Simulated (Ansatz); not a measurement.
The system is HfN.

```xyz
2
Lattice="2.8250 0.0000 0.0000 0.0000 2.8250 0.0000 0.0000 0.0000 2.8250" Properties=species:S:1:pos:R:3 pbc="T T T"
Hf    1.4125    1.4125    1.4125
N     0.0000    0.0000    0.0000
```

The cell was built by a generator and needn't be a form met in nature.

| Quantity | Value |
| --- | --- |
| Program | Ansatz 0.2.0 |
| Task | relaxation of cell and atoms |
| Functional | PBEsol |
| Potentials or basis | Ansatz PAW |
| Cutoff | 420 eV (not typed: the program's choice for these potentials) |
| k mesh | 9 × 9 × 9 |
| Occupations | fermi-dirac, width 0.05 eV |
| Spin | no spin polarisation |

At the start: volume 11.27 Å³/atom.

How do energy, volume and symmetry change on relaxing?

It ends after 7 steps and the volume is 10.88 Å³/atom (-3.5 %); space group Pm-3m (No. 221, to 0.05 Å).

Step by step:
```
step  energy change (eV)  largest force (eV/Å)  volume (Å³)
   1              0.0000                0.0000        22.55
   2             -0.0157                0.0000        21.27
   3             -0.0235                0.0000        21.79
   4             -0.0236                0.0000        21.76
   5             -0.0217                0.0000        21.76
   6             -0.0218                0.0000        21.75
   7             -0.0218                0.0000        21.75
```

Final structure:
```
CELL_PARAMETERS angstrom
2.79143 0.00000 0.00000
0.00000 2.79143 0.00000
0.00000 0.00000 2.79143
ATOMIC_POSITIONS crystal
Hf 0.50000 0.50000 0.50000
N 0.00000 0.00000 0.00000
```

Caveat: the plane-wave basis is chosen anew once the cell has moved, so the energies of steps on either side of that aren't comparable; the pressure holds a Pulay correction of +0.4 GPa for the finite cutoff; the PAW data sets come from PBE, with cores solved anew for the run's functional, which leaves a small shift of forces and pressure.
